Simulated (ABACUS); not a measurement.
Here is an ABACUS 3.10.1 calculation.

The input run_abacus.py:

```python
"""ABACUS run from a structure file: ASE reads it, the script writes STRU, KPT and INPUT."""
import re
import subprocess
import spglib
from ase import Atoms
from ase.io import read
from ase.units import Bohr

atoms = read("Au.cif")
cell, frac, numbers = spglib.standardize_cell((atoms.cell[:], atoms.get_scaled_positions(), atoms.numbers), to_primitive=True, symprec=1e-4)
atoms = Atoms(numbers=numbers, cell=cell, scaled_positions=frac, pbc=True)  # the primitive cell
atoms = atoms[(-atoms.numbers).argsort(kind="stable")]  # ABACUS lists atoms element by element
pseudo = {'Au': 'Au.upf'}
orbital = {}
magmoms = None
kmesh = [9, 9, 9]
params = {
    'suffix': 'Au',
    'calculation': 'scf',
    'basis_type': 'pw',
    'pseudo_dir': './',
    'symmetry': 1,
    'dft_functional': 'GGA_X_PW91+GGA_C_PW91',
    'ecutwfc': 76,
    'pseudo_rcut': 10,
    'nspin': 1,
    'nbands': 20,
    'ks_solver': 'dav',
    'smearing_method': 'fd',
    'smearing_sigma': 0.00367493,
    'scf_thr': 1e-08,
    'scf_nmax': 100,
    'mixing_type': 'broyden',
    'mixing_beta': 0.7,
    'cal_force': 1,
    'cal_stress': 1,
    'out_chg': 1,
    'kpar': 4,
}

symbols = atoms.get_chemical_symbols()
elements = list(dict.fromkeys(symbols))
lines = ["ATOMIC_SPECIES"] + [f"{e} {atoms.get_masses()[symbols.index(e)]:.4f} {pseudo[e]}" for e in elements]
if orbital:
    lines += ["", "NUMERICAL_ORBITAL"] + [orbital[e] for e in elements]
lines += ["", "LATTICE_CONSTANT", f"{1 / Bohr:.10f}", "", "LATTICE_VECTORS"]
lines += [" ".join(f"{x:.10f}" for x in v) for v in atoms.cell]
lines += ["", "ATOMIC_POSITIONS", "Direct"]
for e in elements:
    lines += ["", e, "0.0", str(symbols.count(e))]
    for i, p in enumerate(atoms.get_scaled_positions(wrap=False)):
        if symbols[i] == e:
            mag = "" if magmoms is None else " mag " + " ".join(str(x) for x in (magmoms[i] if isinstance(magmoms[i], list) else [magmoms[i]]))
            lines.append(" ".join(f"{x:.10f}" for x in p) + " 1 1 1" + mag)
open("STRU", "w").write("\n".join(lines) + "\n")
open("KPT", "w").write("K_POINTS\n0\nGamma\n%d %d %d 0 0 0\n" % tuple(kmesh))
open("INPUT", "w").write("INPUT_PARAMETERS\n" + "".join(f"{k:<20s}{v}\n" for k, v in params.items()))

done = subprocess.run(['mpirun', '-np', '4', 'abacus'])
if done.returncode:
    raise SystemExit(done.returncode)
log = open("OUT.Au/running_scf.log").read()
print("final energy (eV):", re.findall(r"FINAL_ETOT_IS (\S+)", log))
```

The input Au.cif:

```cif
data_Au
_cell_length_a 4.07000000
_cell_length_b 4.07000000
_cell_length_c 4.07000000
_cell_angle_alpha 90.00000000
_cell_angle_beta 90.00000000
_cell_angle_gamma 90.00000000
_space_group_name_H-M_alt 'Fm-3m'
_space_group_name_Hall '-F 4 2 3'
_space_group_IT_number 225
loop_
_space_group_symop_operation_xyz
'x,y,z'
'-x,-y,-z'
'-y,x,z'
'y,-x,-z'
'-x,-y,z'
'x,y,-z'
'y,-x,z'
'-y,x,-z'
'x,-y,-z'
'-x,y,z'
'-y,-x,-z'
'y,x,z'
'-x,y,-z'
'x,-y,z'
'y,x,-z'
'-y,-x,z'
'z,x,y'
'-z,-x,-y'
'z,-y,x'
'-z,y,-x'
'z,-x,-y'
'-z,x,y'
'z,y,-x'
'-z,-y,x'
'-z,x,-y'
'z,-x,y'
'-z,-y,-x'
'z,y,x'
'-z,-x,y'
'z,x,-y'
'-z,y,x'
'z,-y,-x'
'y,z,x'
'-y,-z,-x'
'x,z,-y'
'-x,-z,y'
'-y,z,-x'
'y,-z,x'
'-x,z,y'
'x,-z,-y'
'-y,-z,x'
'y,z,-x'
'-x,-z,-y'
'x,z,y'
'y,-z,-x'
'-y,z,x'
'x,-z,y'
'-x,z,-y'
'x,y+1/2,z+1/2'
'-x,-y+1/2,-z+1/2'
'-y,x+1/2,z+1/2'
'y,-x+1/2,-z+1/2'
'-x,-y+1/2,z+1/2'
'x,y+1/2,-z+1/2'
'y,-x+1/2,z+1/2'
'-y,x+1/2,-z+1/2'
'x,-y+1/2,-z+1/2'
'-x,y+1/2,z+1/2'
'-y,-x+1/2,-z+1/2'
'y,x+1/2,z+1/2'
[... 40 lines left out ...]
'-x+1/2,-y,z+1/2'
'x+1/2,y,-z+1/2'
'y+1/2,-x,z+1/2'
'-y+1/2,x,-z+1/2'
'x+1/2,-y,-z+1/2'
'-x+1/2,y,z+1/2'
'-y+1/2,-x,-z+1/2'
'y+1/2,x,z+1/2'
'-x+1/2,y,-z+1/2'
'x+1/2,-y,z+1/2'
'y+1/2,x,-z+1/2'
'-y+1/2,-x,z+1/2'
'z+1/2,x,y+1/2'
'-z+1/2,-x,-y+1/2'
'z+1/2,-y,x+1/2'
'-z+1/2,y,-x+1/2'
'z+1/2,-x,-y+1/2'
'-z+1/2,x,y+1/2'
'z+1/2,y,-x+1/2'
'-z+1/2,-y,x+1/2'
'-z+1/2,x,-y+1/2'
'z+1/2,-x,y+1/2'
'-z+1/2,-y,-x+1/2'
'z+1/2,y,x+1/2'
'-z+1/2,-x,y+1/2'
'z+1/2,x,-y+1/2'
'-z+1/2,y,x+1/2'
'z+1/2,-y,-x+1/2'
'y+1/2,z,x+1/2'
'-y+1/2,-z,-x+1/2'
'x+1/2,z,-y+1/2'
'-x+1/2,-z,y+1/2'
'-y+1/2,z,-x+1/2'
'y+1/2,-z,x+1/2'
'-x+1/2,z,y+1/2'
'x+1/2,-z,-y+1/2'
'-y+1/2,-z,x+1/2'
'y+1/2,z,-x+1/2'
'-x+1/2,-z,-y+1/2'
'x+1/2,z,y+1/2'
'y+1/2,-z,-x+1/2'
'-y+1/2,z,x+1/2'
'x+1/2,-z,y+1/2'
'-x+1/2,z,-y+1/2'
'x+1/2,y+1/2,z'
'-x+1/2,-y+1/2,-z'
'-y+1/2,x+1/2,z'
'y+1/2,-x+1/2,-z'
'-x+1/2,-y+1/2,z'
'x+1/2,y+1/2,-z'
'y+1/2,-x+1/2,z'
'-y+1/2,x+1/2,-z'
'x+1/2,-y+1/2,-z'
'-x+1/2,y+1/2,z'
'-y+1/2,-x+1/2,-z'
'y+1/2,x+1/2,z'
'-x+1/2,y+1/2,-z'
'x+1/2,-y+1/2,z'
'y+1/2,x+1/2,-z'
'-y+1/2,-x+1/2,z'
'z+1/2,x+1/2,y'
'-z+1/2,-x+1/2,-y'
'z+1/2,-y+1/2,x'
'-z+1/2,y+1/2,-x'
'z+1/2,-x+1/2,-y'
'-z+1/2,x+1/2,y'
'z+1/2,y+1/2,-x'
'-z+1/2,-y+1/2,x'
'-z+1/2,x+1/2,-y'
'z+1/2,-x+1/2,y'
'-z+1/2,-y+1/2,-x'
'z+1/2,y+1/2,x'
'-z+1/2,-x+1/2,y'
'z+1/2,x+1/2,-y'
'-z+1/2,y+1/2,x'
'z+1/2,-y+1/2,-x'
'y+1/2,z+1/2,x'
'-y+1/2,-z+1/2,-x'
'x+1/2,z+1/2,-y'
'-x+1/2,-z+1/2,y'
'-y+1/2,z+1/2,-x'
'y+1/2,-z+1/2,x'
'-x+1/2,z+1/2,y'
'x+1/2,-z+1/2,-y'
'-y+1/2,-z+1/2,x'
'y+1/2,z+1/2,-x'
'-x+1/2,-z+1/2,-y'
'x+1/2,z+1/2,y'
'y+1/2,-z+1/2,-x'
'-y+1/2,z+1/2,x'
'x+1/2,-z+1/2,y'
'-x+1/2,z+1/2,-y'
loop_
_atom_site_label
_atom_site_type_symbol
_atom_site_symmetry_multiplicity
_atom_site_Wyckoff_symbol
_atom_site_fract_x
_atom_site_fract_y
_atom_site_fract_z
_atom_site_occupancy
Au1 Au 4 a 0.0000000000 0.0000000000 0.0000000000 1
```

Potentials or basis: Ansatz NC PBE, plane waves.

The run is started by

```console
$ OMP_NUM_THREADS=1 python run_abacus.py > log
```

Q: What does it give for the band gap on the k mesh?

A: None (metal or under the smearing width).

Q: Estimate the pressure.

A: 11.2 GPa.

Caveat: the potentials were made for another functional, which shifts forces and pressure. The run has no spin-orbit coupling, so splittings on Au are missing.
